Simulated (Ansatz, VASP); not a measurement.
**CaO: VASP beside Ansatz**

```
Ca O
1.0
     0.00000    2.43861    2.43861
     2.43861    0.00000    2.43861
     2.43861    2.43861    0.00000
Ca O
1 1
Direct
  0.00000 0.00000 0.00000
  0.50000 0.50000 0.50000
```

Alike in both runs: task single point; functional r2SCAN; k mesh 6 × 6 × 6; occupations fermi-dirac, width 0.0164 eV; no spin polarisation.

|  | VASP | Ansatz |
| --- | --- | --- |
| version | VASP 6.6.1 | Ansatz 0.2.0 |
| potentials or method | VASP PAW PBE potentials, release 64 (Ca_sv, O) | PAW plane waves |
| plane-wave cutoff (eV) | 520 | 500 |
| valence electrons in the cell | 16 | 16 |

|  | VASP | Ansatz | Ansatz less VASP |
| --- | --- | --- | --- |
| gap on the k mesh at the Fermi level (eV) | 4.20 | 4.20 | +0.009 |
| pressure (GPa) | -4.5 | -5.3 | -0.83 |

Caveats: the PAW data sets were made with another functional, which shifts forces and pressure a little (VASP). r2SCAN opens gaps a little over a GGA but as a rule still falls short of measured ones. A k mesh can miss the band edges.
